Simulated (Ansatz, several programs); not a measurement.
Cu₂ZnSnSe₄ built on the kesterite prototype, relaxed with PBE in Ansatz (plane waves, PAW): the symmetry is I-4 (No. 82, tetragonal); conventional cell a = 5.764 Å, c = 11.522 Å, 23.93 Å³ an atom. Cu is surrounded by 4 Se at 2.44 Å; Cu is surrounded by 4 Se at 2.43 Å; Zn is surrounded by 4 Se at 2.50 Å; Sn is surrounded by 4 Se at 2.63 Å; Se is surrounded by 2 Cu at 2.43–2.44 Å and 1 Zn at 2.50 Å and 1 Sn at 2.63 Å. The cell was then scaled with its shape and fractional coordinates held, which makes it stiffer than a relaxed compression. Note: simulated data, non-magnetic, for a generated structure that need not be the stable one.

```
V (Å³/atom)  E (meV/atom)
     22.493         17.25
     23.929          0.00
     24.646          3.61
     25.364         13.66
```

Q: Pass a cubic E = c₀ + c₁u + c₂u² + c₃u³, with u = V − 24.108 Å³, through these points.

A: c₀ = 0.23, c₁ = +2.586, c₂ = 7.186, c₃ = -0.5825 (meV and Å³).

Q: Where is the minimum, and what bulk modulus follows?

A: dE/du = 0 at u = -0.176, so V₀ = 23.93 Å³. B = V₀ d²E/dV² = 23.93 × (2c₂ + 6c₃u) = 23.93 × 14.988 = 359 meV/Å³, and 1 meV/Å³ is 0.16022 GPa: 57 GPa. A third-order Birch-Murnaghan fit to all five points gives 23.93 Å³ and 57 GPa.

Q: Predict the energy and the pressure at the withheld volume, 23.211 Å³.

A: With u = -0.897: E ≈ 4.11 meV and P = −dE/dV ≈ +1.88 GPa. The run gives 4.06 meV and, from its stress, +1.86 GPa.
